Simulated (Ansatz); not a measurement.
# F-43m: 4 crystals compared

All 4 crystals share space group F-43m (No. 216) and the same kinds of sites, 2 atoms in the primitive cell. They are database entries and needn't be the stable phases. The set is a selection: crystals with no linear-response run were left out. Cells are relaxed by PAW under the functional.

Quantity: dielectric response and Born charges by linear response (direction means). Level: PBEsol, PAW on Ansatz 0.2.0's default frozen-core files (fitted under PBE), scalar-relativistic.

```
crystal  cell (conventional)    k mesh  smearing (eV)    ε∞  largest |Z*| (e)    ε₀
    SiC          a = 4.357 Å  10×10×10           none     ?                 ?     ?
   MgTe          a = 6.439 Å     6×6×6           none  5.61              1.91   7.9
    ZnS          a = 5.356 Å     8×8×8           none  6.09              1.95   9.0
   ZnSe          a = 5.633 Å     8×8×8           none  7.44              2.02  10.3
```

Task: What did the calculation give for SiC?

Result: ε∞ = 7.06, largest |Z*| = 2.72 e, ε₀ = 10.4.

Limits of these numbers: frozen-core PAW files fitted under PBE, their cores solved anew for the functional of the run; zone-boundary modes aren't tested; this zinc-blende form is metastable at ambient conditions (MgTe); field response not resolved by the mesh (MgTe, ZnS, ZnSe); semilocal gaps are low, so ε∞ comes out large.
